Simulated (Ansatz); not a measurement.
**Ge (P6_3/mmc) under several functionals**

Plane-wave DFT in Ansatz with scalar-relativistic PAW potentials. The same structure was relaxed (cell and atoms, symmetry kept) in separate runs at each level. This form isn't the element's structure at ambient conditions. No spin polarisation.

| level | cutoff (eV) | k mesh | V (Å³/atom) | a (Å) | c (Å) | gap (eV) | B0 (GPa) |
| --- | --- | --- | --- | --- | --- | --- | --- |
| PBEsol | 420 | 12×12×4 | 22.815 | 4.004 | 13.145 | 0.00 | 67 |
| PBE+D3(BJ) | 420 | 12×12×4 | 23.112 | 4.020 | 13.209 | 0.00 | – |
| PBE | 420 | 12×12×4 | 23.866 | 4.066 | 13.336 | 0.00 | – |

Problem. Where does r2SCAN (500 eV, k mesh 12×12×4) fall?

Solution. V (Å³/atom) 22.820, a (Å) 4.003, c (Å) 13.153, gap (eV) 0.27. Its volume is between those of PBEsol and PBE+D3(BJ). The usual order of volumes, PBEsol < PBE, holds here (22.815, 23.866 Å³/atom). As a rule PBEsol, built on the gradient expansion of slowly varying densities, lies between LDA and PBE; PBE's stronger gradient term for exchange weakens bonds. Adding D3 to PBE changes the volume by -3.2 %; the term is attractive, so it pulls cells in. r2SCAN lies 4.4 % under PBE in volume. Each gap belongs to its own cell, so it mixes the functional's effect with that of the volume; gaps are the least found on the k mesh or on a band path.